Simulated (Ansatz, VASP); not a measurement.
## One calculation of C, two programs

```
CELL_PARAMETERS angstrom
-1.80417 1.80417 1.80417
1.80417 -1.80417 1.80417
1.80417 1.80417 -1.80417
ATOMIC_POSITIONS crystal
C 0.88491 0.88491 0.88491
C 0.50000 0.00000 0.61509
C 0.00000 0.61509 0.50000
C 0.61509 0.50000 0.00000
```

Alike in both runs: task single point; functional PBE; k mesh 6 × 6 × 6; occupations gaussian, width 0.1 eV; no spin polarisation.

```csv
,VASP,Ansatz
version,VASP 6.6.1,Ansatz 0.2.0
potentials or method,"VASP PAW PBE potentials, release 64 (C)","scalar-relativistic, plane waves, PAW"
plane-wave cutoff (eV),520,420
valence electrons in the cell,16,16
```

|  | VASP | Ansatz | Ansatz less VASP |
| --- | --- | --- | --- |
| gap on the k mesh at the Fermi level (eV) | none | none | - |
| rms of the force components (eV/Å) | 0.087 | 0.056 | -0.0312 |

Atom by atom the forces differ by 0.031 eV/Å (rms over components). A gap of «none» marks a metal or a gap that the smearing closes.

Caveats: the k mesh is coarse (spacing up to 0.41 Å⁻¹), so the values aren't converged.
